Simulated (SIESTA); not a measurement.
The system is Pb.

```
Pb
1.0
     0.00000    3.43900    3.43900
     3.43900    0.00000    3.43900
     3.43900    3.43900    0.00000
Pb
2
Direct
  0.25000 0.25000 0.25000
  0.00000 0.00000 0.00000
```

This isn't the form of Pb at room conditions, which is fcc.

```yaml
Program: SIESTA 5.4.2
Task: relaxation of cell and atoms
Functional: PBE
Potentials_or_basis: PseudoDojo 0.4 standard (PBE files)
Basis: SZ (energy shift 0.003 Ry)
Grid_cutoff: 500 Ry
Energy_shift: 0.003 Ry
k_mesh: 5 × 5 × 5
Occupations: fermi-dirac, width 0.05 eV
Spin: no spin polarisation
```

At the start: pressure 4.2 GPa; volume 40.67 Å³/atom.

Problem. How do energy, volume and symmetry change on relaxing?

Solution. Over 5 steps the energy falls by 64.7 meV/atom and the volume is 46.29 Å³/atom (+13.8 %); space group Fd-3m (No. 227, to 0.05 Å).

Step by step:
| step | energy change (eV) | largest force (eV/Å) | pressure (GPa) | volume (Å³) |
| --- | --- | --- | --- | --- |
| 1 | 0.0000 | 0.0001 | 4.17 | 81.34 |
| 2 | -0.0609 | 0.0002 | 2.83 | 84.19 |
| 3 | -0.1171 | 0.0003 | 1.05 | 88.89 |
| 4 | -0.1272 | 0.0004 | -0.42 | 94.17 |
| 5 | -0.1293 | 0.0004 | -0.01 | 92.58 |

Final structure:
```
Pb
1.0
     0.00025    3.59075    3.59075
     3.59075    0.00025    3.59075
     3.59075    3.59075    0.00025
Pb
2
Cartesian
  1.7954 1.7954 1.7954
  0.0000 0.0000 0.0000
```

Caveat: the basis has no polarisation orbitals; the basis of atomic orbitals isn't converged, which shifts pressures, moduli and gaps.
